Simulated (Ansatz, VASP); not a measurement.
## Cl in VASP and in Ansatz

```xyz
2
Lattice="2.9735 0.0000 0.0000 -1.4867 2.5751 0.0000 0.0000 0.0000 3.8682" Properties=species:S:1:pos:R:3 pbc="T T T"
Cl    0.0000    1.7167    0.9671
Cl    1.4867    0.8584    2.9012
```

Alike in both runs: functional LDA; k mesh 15 × 15 × 8; occupations fermi-dirac, width 0.1 eV; no spin polarisation.

Ansatz relaxed the structure, and its values are those at the end. VASP's run is a single point on that final structure, the one shown.

|  | VASP | Ansatz |
| --- | --- | --- |
| version | VASP 6.6.1 | Ansatz 0.2.0 |
| potentials or method | VASP PAW LDA potentials, release 64 (Cl) | PAW with Ansatz's default frozen-core files, scalar-relativistic |
| plane-wave cutoff (eV) | 520 | 420 |
| valence electrons in the cell | 14 | 14 |

VASP gave:

- pressure (GPa): 22.5

Task: Which values does Ansatz return?

Result: Pressure (GPa): 22.6.

Caveats: so large a pressure means that the cell lies far from this level's equilibrium, or that cutoff or potentials fall short (VASP).
